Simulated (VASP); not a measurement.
Input of a VASP 6.6.1 run:

The input INCAR:

```
SYSTEM = GaN
PREC = Accurate ; ENCUT = 600
EDIFF = 1E-6 ; ISMEAR = 0
SIGMA = 0.03 ; LREAL = .False.
LASPH = .True. ; NELM = 80
ALGO = Normal ; ISIF = 3
LWAVE = .False. ; LCHARG = .False.
GGA = PS ; IBRION = 2
NSW = 90 ; EDIFFG = -0.01
```

File KPOINTS:

```
regular mesh
0
Gamma
  12 12 5
  0 0 0
```

Contents of POSCAR:

```
GaN
1.0
    3.1800000000      0.0000000000      0.0000000000
   -1.5900000000      2.7539607840      0.0000000000
    0.0000000000      0.0000000000      5.1660000000
Ga N
2 2
Direct
    0.3333333333      0.6666666667      0.0000000000
    0.6666666667      0.3333333333      0.5000000000
    0.3333333333      0.6666666667      0.3750000000
    0.6666666667      0.3333333333      0.8750000000
```

Potentials or basis: VASP PAW PBE potentials, release 64 (Ga_d, N).

The run is started by

```console
$ cat potpaw_PBE.64/Ga_d/POTCAR potpaw_PBE.64/N/POTCAR > POTCAR
$ mpirun -np 1 vasp_std > vasp.out
```

**Question.** What does it give for the band gap on the k mesh?

**Answer.** 1.91 eV, direct.

**Question.** Estimate the space group after relaxing (to 0.05 Å).

**Answer.** P6_3mc (No. 186).

**Question.** Predict the relaxed cell.

**Answer.** a = 3.180 Å, b = 3.180 Å, c = 5.184 Å, α = 90.00°, β = 90.00°, γ = 120.00°.

**Question.** Predict the relaxed volume.

**Answer.** 11.35 Å³/atom.

Forces on the atoms (eV/Å):
```
Ga   0.000  0.000 -0.006
Ga   0.000  0.000 -0.006
N    0.000  0.000  0.006
N    0.000  0.000  0.006
```

Caveat: the PAW data sets were made with another functional, which shifts forces and pressure a little. PBEsol gaps usually lie below the measured ones, often by a third to a half.
